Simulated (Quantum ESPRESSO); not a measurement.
# GaN (P6_3mc) in Quantum ESPRESSO: further runs, part 3 of 3

Quantum ESPRESSO 7.5. Earlier steps stand in the parts before.

### 4 Wannier functions, PBEsol

pw.in

```
&CONTROL
  calculation = 'scf'
  prefix = 'pwscf'
  outdir = './tmp'
  pseudo_dir = './pseudo'
  tprnfor = .true.
  tstress = .true.
  disk_io = 'low'
/
&SYSTEM
  ibrav = 0
  nat = 4
  ntyp = 2
  ecutwfc = 84
  nbnd = 26
  occupations = 'smearing'
  smearing = 'fd'
  degauss = 0.00367493
/
&ELECTRONS
  conv_thr = 8d-10
  electron_maxstep = 120
  mixing_beta = 0.5
/
ATOMIC_SPECIES
Ga    69.7230 Ga.upf
N     14.0070 N.upf
CELL_PARAMETERS angstrom
   3.1800000000    0.0000000000    0.0000000000
  -1.5900000000    2.7539607840    0.0000000000
   0.0000000000    0.0000000000    5.1660000000
ATOMIC_POSITIONS crystal
Ga     0.6666666667    0.3333333333    0.5000000000
Ga     0.3333333333    0.6666666667    0.0000000000
N      0.6666666667    0.3333333333    0.8750000000
N      0.3333333333    0.6666666667    0.3750000000
K_POINTS automatic
8 8 4 0 0 0
```

nscf.in

```
&CONTROL
  calculation = 'nscf'
  prefix = 'pwscf'
  outdir = './tmp'
  pseudo_dir = './pseudo'
  disk_io = 'low'
/
&SYSTEM
  ibrav = 0
  nat = 4
  ntyp = 2
  ecutwfc = 84
  nbnd = 26
  occupations = 'smearing'
  smearing = 'fd'
  degauss = 0.00367493
  nosym = .true.
  noinv = .true.
/
&ELECTRONS
  conv_thr = 1d-09
  electron_maxstep = 120
  mixing_beta = 0.5
  diago_full_acc = .true.
/
ATOMIC_SPECIES
Ga    69.7230 Ga.upf
N     14.0070 N.upf
CELL_PARAMETERS angstrom
   3.1800000000    0.0000000000    0.0000000000
  -1.5900000000    2.7539607840    0.0000000000
   0.0000000000    0.0000000000    5.1660000000
ATOMIC_POSITIONS crystal
Ga     0.6666666667    0.3333333333    0.5000000000
Ga     0.3333333333    0.6666666667    0.0000000000
N      0.6666666667    0.3333333333    0.8750000000
N      0.3333333333    0.6666666667    0.3750000000
K_POINTS crystal
108
  0.00000000   0.00000000   0.00000000 9.25925926e-03
  0.00000000   0.00000000   0.33333333 9.25925926e-03
  0.00000000   0.00000000   0.66666667 9.25925926e-03
  0.00000000   0.16666667   0.00000000 9.25925926e-03
  0.00000000   0.16666667   0.33333333 9.25925926e-03
  0.00000000   0.16666667   0.66666667 9.25925926e-03
[... 100 lines left out ...]
  0.83333333   0.83333333   0.33333333 9.25925926e-03
  0.83333333   0.83333333   0.66666667 9.25925926e-03
```

pw2wan.in

```
&INPUTPP
  prefix = 'pwscf'
  outdir = './tmp'
  seedname = 'w'
  write_mmn = .true.
  write_amn = .true.
  scdm_proj = .true.
  scdm_entanglement = 'erfc'
  scdm_mu = 8.12
  scdm_sigma = 1
/
```

bands.in

```
&CONTROL
  calculation = 'bands'
  prefix = 'pwscf'
  outdir = './tmp'
  pseudo_dir = './pseudo'
  disk_io = 'low'
/
&SYSTEM
  ibrav = 0
  nat = 4
  ntyp = 2
  ecutwfc = 84
  nbnd = 26
  occupations = 'smearing'
  smearing = 'fd'
  degauss = 0.00367493
/
&ELECTRONS
  conv_thr = 1d-08
  electron_maxstep = 120
  mixing_beta = 0.5
  diago_full_acc = .true.
/
ATOMIC_SPECIES
Ga    69.7230 Ga.upf
N     14.0070 N.upf
CELL_PARAMETERS angstrom
   3.1800000000    0.0000000000    0.0000000000
  -1.5900000000    2.7539607840    0.0000000000
   0.0000000000    0.0000000000    5.1660000000
ATOMIC_POSITIONS crystal
Ga     0.6666666667    0.3333333333    0.5000000000
Ga     0.3333333333    0.6666666667    0.0000000000
N      0.6666666667    0.3333333333    0.8750000000
N      0.3333333333    0.6666666667    0.3750000000
K_POINTS crystal
87
  0.00000000   0.00000000   0.00000000 1
  0.04166700   0.00000000   0.00000000 1
  0.08333300   0.00000000   0.00000000 1
  0.12500000   0.00000000   0.00000000 1
  0.16666700   0.00000000   0.00000000 1
  0.20833300   0.00000000   0.00000000 1
[... 79 lines left out ...]
  0.33333300   0.33333300   0.41666700 1
  0.33333300   0.33333300   0.50000000 1
```

w.win

```
num_wann = 16
num_bands = 26
auto_projections = true
dis_num_iter = 0
num_iter = 0
conv_tol = 1.0d-9
conv_window = 4
num_print_cycles = 40
fermi_energy = 11.6429
bands_plot = true
write_hr = true
mp_grid = 6 6 3
begin unit_cell_cart
ang
  3.1800000000   0.0000000000   0.0000000000
 -1.5900000000   2.7539607840   0.0000000000
  0.0000000000   0.0000000000   5.1660000000
end unit_cell_cart
begin atoms_frac
Ga   0.6666666667   0.3333333333   0.5000000000
Ga   0.3333333333   0.6666666667   0.0000000000
N    0.6666666667   0.3333333333   0.8750000000
N    0.3333333333   0.6666666667   0.3750000000
end atoms_frac
begin kpoint_path
G   0.0000000000   0.0000000000   0.0000000000  M   0.5000000000   0.0000000000   0.0000000000
M   0.5000000000   0.0000000000   0.0000000000  K   0.3333333333   0.3333333333   0.0000000000
K   0.3333333333   0.3333333333   0.0000000000  G   0.0000000000   0.0000000000   0.0000000000
G   0.0000000000   0.0000000000   0.0000000000  A   0.0000000000   0.0000000000   0.5000000000
A   0.0000000000   0.0000000000   0.5000000000  L   0.5000000000   0.0000000000   0.5000000000
L   0.5000000000   0.0000000000   0.5000000000  H   0.3333333333   0.3333333333   0.5000000000
H   0.3333333333   0.3333333333   0.5000000000  A   0.0000000000   0.0000000000   0.5000000000
L   0.5000000000   0.0000000000   0.5000000000  M   0.5000000000   0.0000000000   0.0000000000
K   0.3333333333   0.3333333333   0.0000000000  H   0.3333333333   0.3333333333   0.5000000000
end kpoint_path
bands_num_points = 12
begin kpoints
  0.00000000   0.00000000   0.00000000
  0.00000000   0.00000000   0.33333333
  0.00000000   0.00000000   0.66666667
  0.00000000   0.16666667   0.00000000
  0.00000000   0.16666667   0.33333333
  0.00000000   0.16666667   0.66666667
[... 100 lines left out ...]
  0.83333333   0.83333333   0.33333333
  0.83333333   0.83333333   0.66666667
end kpoints
```

Potentials or basis: PseudoDojo 0.4.1 SR PBEsol standard.

Run with:

```
OMP_NUM_THREADS=1 pw.x -in pw.in > pw.out
OMP_NUM_THREADS=1 pw.x -in nscf.in > nscf.out
wannier90.x -pp w
OMP_NUM_THREADS=1 pw2wannier90.x -in pw2wan.in > pw2wan.out
wannier90.x w
OMP_NUM_THREADS=1 pw.x -in bands.in > bands.out
```

pw.out:

```text
This program is part of the open-source Quantum ESPRESSO suite
     for quantum simulation of materials; please cite
[... 9 lines left out ...]
     --------------------
     sticks:   dense  smooth     PW     G-vecs:    dense   smooth      PW
     Sum         847     847    253                31863    31863    5011

     Using Slab Decomposition

     bravais-lattice index     =            0
     lattice parameter (alat)  =       6.0093  a.u.
     unit-cell volume          =     305.3064 (a.u.)^3
     number of atoms/cell      =            4
     number of atomic types    =            2
     number of electrons       =        36.00
     number of Kohn-Sham states=           26
     kinetic-energy cutoff     =      84.0000  Ry
     charge density cutoff     =     336.0000  Ry
     scf convergence threshold =      8.0E-10
     mixing beta               =       0.5000
     number of iterations used =            8  plain     mixing
     Exchange-correlation= PBESOL
                           (   1   4  10   8   0   0   0)

     celldm(1)=   6.009329  celldm(2)=   0.000000  celldm(3)=   0.000000
     celldm(4)=   0.000000  celldm(5)=   0.000000  celldm(6)=   0.000000

     crystal axes: (cart. coord. in units of alat)
               a(1) = (   1.000000   0.000000   0.000000 )
               a(2) = (  -0.500000   0.866025   0.000000 )
               a(3) = (   0.000000   0.000000   1.624528 )

     reciprocal axes: (cart. coord. in units 2 pi/alat)
               b(1) = (  1.000000  0.577350 -0.000000 )
               b(2) = (  0.000000  1.154701  0.000000 )
               b(3) = (  0.000000 -0.000000  0.615563 )

[... 227 lines left out ...]

    -4.4673  -4.2937  -2.8342  -2.8084  -2.7131  -2.6696  -2.6175  -2.6112
    -2.5357  -2.5001  -1.3352  -0.7715   4.1292   5.3390   6.3508   7.8634
     8.3691   9.6730  15.6366  16.2297  16.6551  19.2948  20.9869  21.0277
    23.0359  24.0447

          k = 0.0000-0.5774 0.1539 (  3974 PWs)   bands (ev):

    -4.4154  -4.2927  -2.8474  -2.7786  -2.7576  -2.6715  -2.6401  -2.5706
    -2.5344  -2.5129  -1.2762  -0.8687   3.8483   4.7242   7.2977   8.0944
     8.9211   9.3637  14.9229  15.6793  18.2256  18.5197  20.9449  21.4056
    21.5458  24.1388

          k = 0.0000-0.5774-0.3078 (  3968 PWs)   bands (ev):

    -4.3268  -4.3268  -2.8374  -2.8374  -2.7067  -2.7067  -2.5957  -2.5957
    -2.5284  -2.5284  -1.0950  -1.0950   3.9674   3.9674   8.6915   8.6915
     8.7257   8.7257  15.0069  15.0069  18.4471  18.4471  20.5978  20.5978
    22.8541  22.8541
[... 101 lines left out ...]
    -4.2922  -4.2922  -2.7764  -2.7764  -2.7371  -2.7371  -2.6116  -2.6116
    -2.5684  -2.5684  -0.8234  -0.8234   4.3469   4.3469   6.6814   6.6814
     9.1175   9.1175  16.6877  16.6877  18.3320  18.3320  19.6260  19.6260
    23.8436  23.8436

     the Fermi energy is    11.6264 ev

!    total energy              =    -346.92288664 Ry
     estimated scf accuracy    <          1.6E-10 Ry
     smearing contrib. (-TS)   =      -0.00000000 Ry
     internal energy E=F+TS    =    -346.92288664 Ry

     The total energy is F=E-TS. E is the sum of the following terms:
     one-electron contribution =    -104.63344822 Ry
     hartree contribution      =      86.93530617 Ry
     xc contribution           =     -95.21779623 Ry
     ewald contribution        =    -234.00694837 Ry

     convergence has been achieved in   9 iterations

     Forces acting on atoms (cartesian axes, Ry/au):

     atom    1 type  1   force =     0.00000000    0.00000000   -0.00515578
     atom    2 type  1   force =     0.00000000    0.00000000   -0.00515578
     atom    3 type  2   force =     0.00000000    0.00000000    0.00515578
     atom    4 type  2   force =    -0.00000000   -0.00000000    0.00515578

     Total force =     0.010312     Total SCF correction =     0.000005

     Computing stress (Cartesian axis) and pressure

          total   stress  (Ry/bohr**3)                   (kbar)     P=       12.21
   0.00003633   0.00000000   0.00000000            5.34        0.00        0.00
  -0.00000000   0.00003633   0.00000000           -0.00        5.34        0.00
   0.00000000   0.00000000   0.00017626            0.00        0.00       25.93

=------------------------------------------------------------------------------=
   JOB DONE.
=------------------------------------------------------------------------------=
```

nscf.out:

```text
This program is part of the open-source Quantum ESPRESSO suite
     for quantum simulation of materials; please cite
         "P. Giannozzi et al., J. Phys.:Condens. Matter 21 395502 (2009);
         "P. Giannozzi et al., J. Phys.:Condens. Matter 29 465901 (2017);
         "P. Giannozzi et al., J. Chem. Phys. 152 154105 (2020);
     in publications or presentations arising from this work. More details at

[... 86 lines left out ...]

     Number of k-points >= 100: set verbosity='high' to print the bands.

     the Fermi energy is    11.6539 ev
     (compare with:    11.6264 eV, computed in scf)

=------------------------------------------------------------------------------=
   JOB DONE.
=------------------------------------------------------------------------------=
```

It took 4.4 min on 1 thread of Arm Neoverse V1, shared host; peak memory 0.21 GiB.

The run converged, but a check on its numbers failed (symmetry, net force, bounds or a known fault of this set-up), so they aren't taken as properties of the crystal.

Caveat: the set of functions is too small for the bands in its window.

### 5 How close it comes

Step 2. Against the measured gap of GaN, 3.503 eV (direct; quoted in “Studying electronic properties in GaN without electrical contacts using γ-γ vs e−-γ Perturbed Angular Correlations”, 2019, pmc:6823545), the calculated 1.74 eV is off by -1.76 eV. So large a miss can be the level of theory's own, or it may mean another phase, state or a wrong row. Spin-orbit coupling on Ga is left out. The value is that of PBE, without temperature or zero-point motion. Semilocal functionals fall short of measured gaps as a rule.
